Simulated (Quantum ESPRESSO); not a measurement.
Crystal: PbSe (Clausthalite).

```
CELL_PARAMETERS angstrom
0.00000 3.06065 3.06065
3.06065 0.00000 3.06065
3.06065 3.06065 0.00000
ATOMIC_POSITIONS crystal
Pb 0.00000 0.00000 0.00000
Se 0.50000 0.50000 0.50000
```

```yaml
Program: Quantum ESPRESSO 7.5
Task: phonons
Functional: AM05
Potentials_or_basis: GBRV 1.5 PBE
Cutoff: 612 eV
Density_cutoff: 4898 eV
k_mesh: 6 × 6 × 6, shifted
Occupations: fermi-dirac, width 0.05 eV
Spin: no spin polarisation
Mixing_beta: 0.5
Most_SCF_iterations: 120
SCF_threshold: 4e-10 Ry
```

The cell and the atoms were relaxed first, to 28.66 Å³/atom (a = 4.328 Å, b = 4.328 Å, c = 4.328 Å, α = 60.00°, β = 60.00°, γ = 60.00°), and the response was taken there.

The first run showed a gap, so the response started from a second, tighter run with fixed occupations.

**Question.** What is the highest optical frequency at the zone centre, leaving out the macroscopic field of polar modes?

**Answer.** 40 cm⁻¹, a mode of symmetry T1u (IR). With the field the highest mode lies at 137 cm⁻¹.

Optical modes at Γ, degenerate ones joined, polar ones without the macroscopic field:
| cm⁻¹ | components | symmetry | active in | IR intensity, summed ((D/Å)²/amu) |
| --- | --- | --- | --- | --- |
| 40 | 3 | T1u | IR | 29.76 |

Zone-centre frequencies without and with the macroscopic field along z (cm⁻¹):
|  | optical modes in rising order |
| --- | --- |
| without | 40 40 40 |
| with the field | 40 40 137 |

Born effective charge tensors (e):
atom 1, Pb
```
4.96 0.00 0.00
0.00 4.96 0.00
0.00 0.00 4.96
```
atom 2, Se
```
-4.96  0.00  0.00
 0.00 -4.96  0.00
 0.00  0.00 -4.96
```

Caveat: the potentials were made for another functional, which shifts forces and pressure.
